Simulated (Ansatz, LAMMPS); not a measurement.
# Amorphous TiO2 at 3.05 g/cm^3 (84 atoms): geometry optimisation, part 2 of 2

How does amorphous TiO2 at 3.05 g/cm^3 (84 atoms) relax, and what do bonds, charges and levels look like afterwards?

Ansatz 0.2.0; Kohn-Sham DFT, PBE, PAW (set soft_2), plane waves.

The cell: 28 Ti and 56 O. The quench rate of 50 K/ps is orders of magnitude faster than experiment. The network of bonds at the start is that of the classical potential that made the cell. Only the Γ point is sampled in the main run, in a cell whose shortest periodic width is 11 Å.

So far. Step 4 (Relaxation): The relaxation changed the energy by -51.7 meV/atom, and atoms moved by 0.37 Å r.m.s., 1.1 Å at most. Step 7 (K-mesh 2×2×2): Forces differ from those of the single point at the relaxed geometry by 11 meV/Å r.m.s.; the energy by -0.25 meV/atom and the gap by -0.041 eV. It took 2.6 min and 12 cycles; the reference's time can't be set against it, since the two runs asked for unlike analyses.

### Step 8. Functional HSE06

HSE06 mixes in a quarter of exact exchange at short range, which counters self-interaction, at a higher cost.

This step: Kohn-Sham DFT, HSE06, PAW (set soft_2), plane waves (Ansatz 0.2.0).

The input, input.yaml:

```yaml
crystal:
  lattice:
    - [10.6745, 0.0, 0.0]
    - [0.0, 10.6745, 0.0]
    - [0.0, 0.0, 10.6745]
  atoms:
    [... the 84 atom lines of step 6 ...]
kpoints:
  mp_grid: { grid: [1, 1, 1] }
hamiltonian:
  xc: hse06
scf:
  occupations: { method: fermi_dirac, width: 0.025 }
output:
  forces: true
  stress: true
  populations: true
  dos:
    method: { smearing: { sigma: 0.08 } }
    de: 0.05
    projected: { site_lists: { O: [O], Ti: [Ti] } }
  eigenvalues: true
```

The run is started by

```
ansatz run input.yaml --threads 4 --pin off --max-ram 8192MiB --backend cpu --events-out ev --progress --plain --runs-dir out
```

The job ended after 6.1 min (4 threads of AMD EPYC 7B13 (Zen 3), shared host; peak memory 4.3 GiB).

The program notes that the exchange threshold is loose for the stress and the SCF threshold is loose for the stress.

Geometry and reference: those of the single point at the relaxed geometry.

Forces differ from those of the single point at the relaxed geometry by 190 meV/Å r.m.s.; the pressure by -5.3 GPa and the gap by +1.6 eV. It took 6.1 min and 28 cycles; the reference's time can't be set against it, since the two runs asked for unlike analyses.

Numbers from this run:

- free energy: -101851.0538 eV
- free energy per atom: -1212.5125 eV/atom
- SCF cycles: 28
- pressure: -5.677 GPa
- r.m.s. force component: 0.1896 eV/Å
- longest force: 0.6716 eV/Å
- Fermi energy: 5.404 eV
- gap (highest filled to lowest empty level): 4.475 eV
- spilling of the projection: 0.004139

Length of the force by element and coordination:

| element | coordination | atoms | mean length of the force (eV/Å) | spread | least | most |
| --- | --- | --- | --- | --- | --- | --- |
| O | all | 56 | 0.323 | 0.125 | 0.116 | 0.672 |
| O | 2 | 39 | 0.347 | 0.129 | 0.119 | 0.672 |
| O | 3 | 16 | 0.267 | 0.0962 | 0.116 | 0.472 |
| O | 4 | 1 | 0.267 | 0 | 0.267 | 0.267 |
| Ti | all | 28 | 0.265 | 0.118 | 0.0951 | 0.596 |
| Ti | 4 | 13 | 0.201 | 0.0816 | 0.0951 | 0.377 |
| Ti | 5 | 12 | 0.313 | 0.106 | 0.199 | 0.596 |
| Ti | 6 | 3 | 0.347 | 0.154 | 0.146 | 0.521 |

Löwdin charges by element and coordination (they lack the spilled electrons, 0.033 e an atom on average):

| element | coordination | atoms | mean charge (e) | spread | least | most |
| --- | --- | --- | --- | --- | --- | --- |
| O | all | 56 | -0.709 | 0.0441 | -0.825 | -0.632 |
| O | 2 | 39 | -0.688 | 0.0289 | -0.758 | -0.632 |
| O | 3 | 16 | -0.751 | 0.033 | -0.792 | -0.680 |
| O | 4 | 1 | -0.825 | 0 | -0.825 | -0.825 |
| Ti | all | 28 | 1.52 | 0.0182 | 1.49 | 1.55 |
| Ti | 4 | 13 | 1.52 | 0.0138 | 1.49 | 1.55 |
| Ti | 5 | 12 | 1.51 | 0.0214 | 1.49 | 1.55 |
| Ti | 6 | 3 | 1.52 | 0.0184 | 1.50 | 1.54 |

States in the cell by windows of 1 eV, zero at the Fermi level; the larger projections on atomic orbitals stand beside the total:

| from (eV) | to (eV) | total | O p | Ti d |
| --- | --- | --- | --- | --- |
| -10 | -8 | 0.0 | 0.0 | 0.0 |
| -8 | -7 | 2.0 | 1.4 | 0.4 |
| -7 | -6 | 37.7 | 26.8 | 8.9 |
| -6 | -5 | 107.7 | 78.7 | 24.4 |
| -5 | -4 | 63.8 | 52.0 | 9.9 |
| -4 | -3 | 76.4 | 67.3 | 7.2 |
| -3 | -2 | 48.3 | 45.3 | 2.2 |
| -2 | 2 | 0.0 | 0.0 | 0.0 |
| 2 | 3 | 47.6 | 3.0 | 42.7 |
| 3 | 4 | 70.2 | 8.9 | 56.8 |

Between -26 and -10 eV lie 112 more states.

The stored curve holds about 448 of the 672 electrons; the rest, give or take the few that broadening carries across the Fermi level, lie in deeper levels below its range.

The levels nearest the highest filled one (over half full), pooled over k-points and spins:

| level less the highest filled one (eV) | occupation |
| --- | --- |
| -0.240 | 2 |
| -0.203 | 2 |
| -0.159 | 2 |
| -0.0607 | 2 |
| -0.0393 | 2 |
| 0 | 2 |
| 4.48 | 0 |
| 4.50 | 0 |
| 4.55 | 0 |
| 4.64 | 0 |
| 4.73 | 0 |
| 4.75 | 0 |

### Step 9. Functional r2SCAN (500 eV)

The meta-GGA r2SCAN uses the kinetic energy density as well as the density and its gradient. Besides, the cutoff goes from 420 to 500 eV.

This step: Kohn-Sham DFT, r2SCAN, PAW (set soft_2), plane waves (Ansatz 0.2.0).

input.yaml: that of step 8 with these lines changed.

```diff
@@ -10,3 +10,3 @@
 hamiltonian:
-  xc: hse06
+  xc: r2scan
 scf:
```

It took 42 s on 4 threads; peak memory 3.5 GiB.

Geometry and reference: those of the single point at the relaxed geometry.

Forces differ from those of the single point at the relaxed geometry by 67 meV/Å r.m.s.; the pressure by -3.5 GPa and the gap by +0.37 eV. It took 42 s and 13 cycles; the reference's time can't be set against it, since the two runs asked for unlike analyses.

### Step 10. Functional PBEsol

PBEsol restores the gradient expansion of exchange for slowly varying densities and usually gives shorter bonds in solids than PBE.

This step: Kohn-Sham DFT, PBEsol, PAW (set soft_2), plane waves (Ansatz 0.2.0).

input.yaml: that of step 9 with these lines changed.

```diff
@@ -10,3 +10,3 @@
 hamiltonian:
-  xc: r2scan
+  xc: pbesol
 scf:
```

The job ended after 20 s (4 threads; peak memory 1.7 GiB; 72 s of CPU time).

Geometry and reference: those of the single point at the relaxed geometry.

Forces differ from those of the single point at the relaxed geometry by 84 meV/Å r.m.s.; the pressure by -4.1 GPa and the gap by -0.023 eV.

### Step 11. All settings compared

Each row is set against the single point at the relaxed geometry (Kohn-Sham DFT, PBE, PAW (set soft_2), plane waves; r.m.s. force component 0.00464 eV/Å). Energies are set beside the reference only for runs with its functional, potentials and electron count. Times are for 4 threads of AMD EPYC 7B13 (Zen 3), shared host. The reference's time includes grids, which some other runs skip.

| run | Δ force, r.m.s. (meV/Å) | Δ energy (meV/atom) | Δ pressure (GPa) | Δ gap (eV) | cycles | time | host memory (GiB) |
| --- | --- | --- | --- | --- | --- | --- | --- |
| reference | - | - | - | - | 12 | 18 s | 1.7 |
| k-mesh 2×2×2 | 11.0 | -0.248 | -0.0136 | -0.0413 | 12 | 2.6 min | 6.5 |
| functional HSE06 | 190 | - | -5.27 | 1.56 | 28 | 6.1 min | 4.3 |
| functional r2SCAN (500 eV) | 66.6 | - | -3.49 | 0.366 | 13 | 42 s | 3.5 |
| functional PBEsol | 84.0 | - | -4.15 | -0.0226 | 13 | 20 s | 1.7 |

### Step 12. Outcome

| Quantity | Value |
| --- | --- |
| energy change in the relaxation | -51.68 meV/atom |
| r.m.s. displacement | 0.371 Å |
| largest displacement | 1.09 Å |
| free energy per atom | -1212.8070 eV/atom |
| pressure | -0.4027 GPa |
| r.m.s. force component | 0.00464 eV/Å |
| gap (highest filled to lowest empty level) | 2.92 eV |
| wall time of the 7 DFT runs | 13 min |

What this shows: Relaxation lowers the energy by 51.7 meV/atom and moves atoms by 0.37 Å r.m.s.; the r.m.s. force component goes from 0.66 to 0.0046 eV/Å. By the final cutoffs 1 of 121 bonded pairs parted and 10 joined. First to last step the energy falls by 4.341 eV; the largest move, 1.09 Å, is that of O38. The O-Ti bonds go from 1.847 Å (spread 0.149) to 1.908 Å (spread 0.151), and their number from 121 to 130. With the cutoffs above, 70 % of O atoms have 2 and 46 % of Ti atoms have 4 bonded neighbours. Between filled and empty levels lie 2.92 eV (at Γ alone); a semilocal functional tends to put such gaps too low. In a disordered cell it changes from sample to sample, and tail or defect levels can set it.

Among the changes of functional, dispersion, potentials or spin set against this reference, functional HSE06 moves the forces most, by 190 meV/Å r.m.s. The gap changes by +1.56 eV with HSE06.

What to keep in mind: The network of bonds at the start is that of the classical potential that made the cell; in DFT 1 of its 121 bonded pairs passed out of the cutoffs and 10 came within them.

[Logs are printed without paths, hosts, clocks, repeated set-up lines and the standing remarks that a program may print on its own settings, such as how far it seeks lower states.]

[Hosts, paths, dates, database ids (printed as entryN), source tags and the programs' standing remarks are cut or masked in the printed files.]
